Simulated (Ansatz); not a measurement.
# Titanium, hcp under PBEsol: structure, energy and stiffness, part 3 of 3

The plan for titanium in the hcp structure: relax it, solve it on a dense k-mesh, switch on spin-orbit coupling, then scale the cell to 7 volumes from 88 to 112 % of the relaxed one and try a fit of the equation of state. The start is ferromagnetic. The k-meshes are 12×12×7 for the relaxation; 20×20×11 for the dense run; 12×12×7 for spin-orbit coupling; 20×20×11 for the volumes. The starting cell is the deposited one, from the Crystallography Open Database.

Ansatz 0.2.0; DFT, PBEsol, plane waves (420 eV) with PAW, scalar-relativistic.

### 13 Summary of results

The summary covers parts 1 to 3.

```
                      quantity                                   value
space group (spins left aside)                      P6_3/mmc (No. 194)
             conventional cell  a = 2.901 Å, c = 4.593 Å (c/a = 1.583)
                        volume                          16.733 Å³/atom
             shortest distance                                 2.842 Å
   against the measured volume                 -5.2 % (17.658 Å³/atom)
               gap on the mesh            none (levels filled in part)
                magnetic state                            non-magnetic
                   V₀, B₀, B₀′            16.720 Å³/atom, 119 GPa, 3.5
```

What this shows: The volume comes out 5.2 % smaller than measured. Part of the miss is zero-point motion and any thermal expansion in the deposited cell. The moments die out: the run ends non-magnetic. Levels at the Fermi energy are filled in part, as in a metal. The total energy of the spin-orbit run (on a coarser mesh) lies -67 meV/atom from the scalar one; mesh and treatment of the core enter this figure, so it is no spin-orbit energy. The fitted modulus is 119 GPa; letting shape and positions relax at each volume could only lower it.
